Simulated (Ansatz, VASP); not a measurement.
# Zr (linear Zr chain) in two plane-wave programs, part 2 of 2

Wanted: the spread between two codes on one cell, functional and k mesh. The structure shown is the end of the Ansatz relaxation below. Other levels of theory on this material are compared in a session of their own.

VASP 6.6.1 and Ansatz 0.2.0.

So far: Set-up; Ansatz: relaxation, r2SCAN.

## (3) VASP: single point, r2SCAN

Level of this step: r2SCAN, spin-polarised from a ferromagnetic start; plane waves and PAW (Zr_sv) (VASP).

The same cell, functional, mesh and smearing now go to VASP, with its own data sets.

Lines of VASP's logs that name or quote its potential files are left out, and so is its time.

Input file INCAR:

```
SYSTEM = Zr
PREC = Accurate
ENCUT = 550
EDIFF = 1E-06
NELM = 200
ISMEAR = -1
SIGMA = 0.05
LREAL = .FALSE.
ALGO = Normal
METAGGA = R2SCAN
LASPH = .TRUE.
NBANDS = 13
ISPIN = 2
MAGMOM = 1.64
LMAXMIX = 4
LORBIT = 11
LWAVE = .FALSE.
LCHARG = .FALSE.
ISIF = 2
GGA_COMPAT = .FALSE.
LMIXTAU = .TRUE.
KPAR = 2
```

Input file POSCAR:

```
Zr
1.0
    7.5000000000      0.0000000000      0.0000000000
    0.0000000000      7.5000000000      0.0000000000
    0.0000000000      0.0000000000      2.9633136135
Zr
1
Direct
    0.5000000000      0.5000000000      0.0000000000
```

Input file KPOINTS:

```
Automatic mesh
0
Gamma
1 1 25
0 0 0
```

The projector-augmented-wave data sets are Zr_sv (PBE family, release 64).

On the command line:

```
mpirun -np 2 vasp_std
```

Numbers of over 12 decimals in the logs are rounded to 6 here.

Output:

```text
[banner, memory and clock lines left out]
running    2 mpi-ranks, on    1 nodes
 distrk:  each k-point on    1 cores,    2 groups
 distr:  one band on    1 cores,    1 groups

 POSCAR found type information on POSCAR Zr
 POSCAR found :  1 types and       1 ions
|                                                                             |
|               ----> ADVICE to this user running VASP <----                  |
|                                                                             |
|     You enforced a specific xc type in the INCAR file but a different       |
|     [... a line on the potential file left out ...]
|     I HOPE YOU KNOW WHAT YOU ARE DOING!                                     |
|                                                                             |

 LDA part: xc-table for (None), standard interpolation
 POSCAR, INCAR and KPOINTS ok, starting setup
 FFT: planning ... GRIDC
 FFT: planning ... GRID_SOFT
 FFT: planning ... GRID
 WAVECAR not read
 entering main loop
       N       E                     dE             d eps       ncg     rms          rms(c)
DAV:   1     0.299601994172E+02    0.29960E+02   -0.58052E+03   972   0.673E+02
DAV:   2    -0.186003456835E+02   -0.48561E+02   -0.46576E+02   932   0.160E+02
DAV:   3    -0.250339596834E+02   -0.64336E+01   -0.61648E+01  1180   0.328E+01
DAV:   4    -0.252790359439E+02   -0.24508E+00   -0.24202E+00   889   0.730E+00
DAV:   5    -0.252910943629E+02   -0.12058E-01   -0.11937E-01  1004   0.115E+00    0.981E+00
DAV:   6    -0.200900187478E+02    0.52011E+01   -0.76761E+00  1023   0.138E+01    0.326E+00
DAV:   7    -0.183881149757E+02    0.17019E+01   -0.94935E-01   755   0.684E+00    0.221E+00
DAV:   8    -0.186358206783E+02   -0.24771E+00   -0.39522E-01   766   0.531E+00    0.125E+00
DAV:   9    -0.186940747799E+02   -0.58254E-01   -0.23374E-01   909   0.275E+00    0.911E-01
DAV:  10    -0.186192363876E+02    0.74838E-01   -0.16447E-01   726   0.408E+00    0.708E-01
DAV:  11    -0.185555816287E+02    0.63655E-01   -0.38938E-02   729   0.157E+00    0.557E-01
DAV:  12    -0.184949539482E+02    0.60628E-01   -0.18682E-01   774   0.308E+00    0.501E-01
DAV:  13    -0.184627583679E+02    0.32196E-01   -0.73954E-02   676   0.255E+00    0.356E-01
DAV:  14    -0.184755781056E+02   -0.12820E-01   -0.22686E-02   676   0.152E+00    0.295E-01
[...]
DAV:  47    -0.184886408838E+02   -0.19782E-03   -0.45427E-04   681   0.143E-01    0.709E-02
DAV:  48    -0.184887827683E+02   -0.14188E-03   -0.81668E-05   748   0.556E-02    0.667E-02
DAV:  49    -0.184887772042E+02    0.55641E-05   -0.40141E-04   684   0.129E-01    0.605E-02
DAV:  50    -0.184887662710E+02    0.10933E-04   -0.20679E-05   884   0.279E-02    0.619E-02
DAV:  51    -0.184890675201E+02   -0.30125E-03   -0.27702E-04   681   0.107E-01    0.642E-02
DAV:  52    -0.184890541753E+02    0.13345E-04   -0.14979E-05   749   0.246E-02    0.653E-02
DAV:  53    -0.184890569153E+02   -0.27400E-05   -0.13449E-05   676   0.215E-02    0.648E-02
DAV:  54    -0.184890560790E+02    0.83630E-06   -0.15108E-07   703   0.197E-03
   1 F= -.18489056E+02 E0= -.18479819E+02  d E =-.184747E-01  mag=     1.9908
```

Parts of OUTCAR (step 3):

```text
ion  position               nearest neighbor table
   1  0.500  0.500  0.000-

  LATTYP: Found a simple tetragonal cell.
 ALAT       =     7.5000000000
 C/A-ratio  =     0.3951084818

 Subroutine GETGRP returns: Found 16 space group operations
 (whereof 16 operations were pure point group operations)

The static configuration has the point symmetry D_4h.

 Found     13 irreducible k-points:

   k-points           NKPTS =     13   k-points in BZ     NKDIM =     13   number of bands    NBANDS=     13

   dimension x,y,z NGX =    60 NGY =   60 NGZ =   24
   dimension x,y,z NGXF=   120 NGYF=  120 NGZF=   48

   ENCUT  =  550.0 eV  40.42 Ry    6.36 a.u.  14.34 14.34  5.67*2*pi/ulx,y,z

   NELECT =      12.0000    total number of electrons

 k-points in reciprocal lattice and weights: Automatic mesh
   0.00000000  0.00000000  0.00000000       0.040
   0.00000000  0.00000000  0.04000000       0.080
   0.00000000  0.00000000  0.08000000       0.080
   0.00000000  0.00000000  0.12000000       0.080
   0.00000000  0.00000000  0.16000000       0.080
   0.00000000  0.00000000  0.20000000       0.080
   0.00000000  0.00000000  0.24000000       0.080
   0.00000000  0.00000000  0.28000000       0.080
   0.00000000  0.00000000  0.32000000       0.080
   0.00000000  0.00000000  0.36000000       0.080
   0.00000000  0.00000000  0.40000000       0.080
   0.00000000  0.00000000  0.44000000       0.080
   0.00000000  0.00000000  0.48000000       0.080

 average (electrostatic) potential at core
       1 -91.1073

 E-fermi :  -1.4898

 spin component 1
 k-point     1 :       0.0000    0.0000    0.0000
  band No.  band energies     occupation
    ...
      3     -30.6287      1.00000
      4     -29.7299      1.00000
      5      -4.8217      1.00000
      6      -2.6303      1.00000
      7      -2.3906      1.00000
      8      -1.0530      0.00016
      9      -0.3191      0.00000
     10      -0.3191      0.00000
     11       1.4433      0.00000
     12       1.4433      0.00000
    ...

 k-point     2 :       0.0000    0.0000    0.0400
  band No.  band energies     occupation
    ...
      3     -30.6267      1.00000
      4     -29.7478      1.00000
      5      -4.7598      1.00000
      6      -2.5962      1.00000
      7      -2.3747      1.00000
      8      -1.0376      0.00012
      9      -0.3677      0.00000
     10      -0.3677      0.00000
     11       1.4538      0.00000
     12       1.4538      0.00000
    ...

 k-point     3 :       0.0000    0.0000    0.0800
  band No.  band energies     occupation
    ...
      3     -30.6210      1.00000
      4     -29.8002      1.00000
      5      -4.5778      1.00000
      6      -2.4930      1.00000
      7      -2.3277      1.00000
      8      -0.9917      0.00005
      9      -0.5113      0.00000
     10      -0.5113      0.00000
     11       1.4950      0.00000
     12       1.4950      0.00000
    ...

 k-point     4 :       0.0000    0.0000    0.1200
  band No.  band energies     occupation
    ...
      3     -30.6119      1.00000
      4     -29.8830      1.00000
      5      -4.2865      1.00000
      6      -2.3178      1.00000
      7      -2.2514      1.00000
      8      -0.9171      0.00001
      9      -0.7390      0.00000
     10      -0.7390      0.00000
     11       1.5846      0.00000
     12       1.5846      0.00000
    ...

 k-point     5 :       0.0000    0.0000    0.1600
  band No.  band energies     occupation
    ...
      3     -30.5999      1.00000
      4     -29.9902      1.00000
      5      -3.9045      1.00000
      6      -2.1486      1.00000
      7      -2.0656      0.99999
      8      -1.0281      0.00010
      9      -1.0281      0.00010
     10      -0.8165      0.00000
     11       1.7340      0.00000
     12       1.7340      0.00000
    ...

 k-point     6 :       0.0000    0.0000    0.2000
  band No.  band energies     occupation
    ...
      3     -30.5858      1.00000
      4     -30.1141      1.00000
      5      -3.4577      1.00000
      6      -2.0237      0.99998
      7      -1.7307      0.99198
      8      -1.3502      0.05773
      9      -1.3502      0.05772
     10      -0.6940      0.00000
     11       1.9451      0.00000
     12       1.9451      0.00000
    ...

  Total       -0.6004843     -0.6004843     -2.8867012      0.0000000      0.0000000      0.0000000
  in kB       -5.7718107     -5.7718107    -27.7467599      0.0000000      0.0000000      0.0000000
  external PRESSURE =     -13.0967938 kB  Pullay stress =       0.0000000 kB

  energy-cutoff  :      550.00
  volume of cell :      166.69
      direct lattice vectors                 reciprocal lattice vectors
     7.500000000  0.000000000  0.000000000     0.133333333  0.000000000  0.000000000
     0.000000000  7.500000000  0.000000000     0.000000000  0.133333333  0.000000000
     0.000000000  0.000000000  2.963313613     0.000000000  0.000000000  0.337460063

 POSITION                                       TOTAL-FORCE (eV/Angst)
 -----------------------------------------------------------------------------------
      3.75000      3.75000      0.00000         0.000000      0.000000      0.000000
 -----------------------------------------------------------------------------------
    total drift:                               -0.000000      0.000000     -0.000000

  FREE ENERGIE OF THE ION-ELECTRON SYSTEM (eV)
  ---------------------------------------------------
  free  energy   TOTEN  =       -18.4890560790 eV

  energy  without entropy=      -18.4705813693  energy(sigma->0) =      -18.47981872

 total charge
# of ion       s       p       d       tot
------------------------------------------
    1        2.216   5.878   1.696   9.790

 magnetization (x)
# of ion       s       p       d       tot
------------------------------------------
    1        0.048   0.011   1.019   1.077

[... 6 further parts left out ...]
```

SCAN-type functionals tend to overstate the moments of itinerant magnets.

## (4) Side by side

Known differences besides the potentials themselves: VASP starts from the moments at which Ansatz ended; VASP keeps PBE cores, Ansatz makes them for the functional; the cutoff is 500 eV in Ansatz and 550 eV in VASP; Ansatz's pressure holds a Pulay correction, VASP's none; site moments are counted in spheres of each program's own size. Total energies have different zeros and are not compared.

Compared:

```csv
quantity,Ansatz,VASP,difference
pressure (GPa),-0.28,-1.31,+1.02
total moment (μB),3.10,1.99,+1.11
moment on Zr1 (μB),1.64,1.08,+0.56
```

VASP's last cycles still show a density residual of 6e-03, so its state may not be settled. The two runs ended with unlike total or site moments, perhaps in different magnetic states; the other differences may follow from that, so they don't measure the programs' precision.

## (5) What came out

```
difference in total moment (single point, r2SCAN) : 1.1 μB
difference in pressure (single point, r2SCAN)     : 1.0 GPa
```

**Reading.** The difference in pressure is 1.0 GPa (single point, r2SCAN), at about the 1 GPa picked in this series as the mark of a large difference. The runs of the single point, r2SCAN pair ended with unlike moments, so it says little about numerical agreement. By the marks of this series, far apart in the single point, r2SCAN pair: the difference in pressure, 1.0 GPa. What causes the difference of the single point, r2SCAN pair stays open here. 4 further runs of this series are not shown here. How closely two codes agree says nothing of how well the functional describes the real material.

[Lines on the potential files, build, host, timing and source positions are cut from VASP's logs without a mark.]

[Logs are printed without paths, hosts, clocks, repeated set-up lines and the standing remarks that a program may print on its own settings, such as how far it seeks lower states.]

[Hosts, paths, dates, database ids (printed as entryN), source tags and the programs' standing remarks are cut or masked in the printed files.]
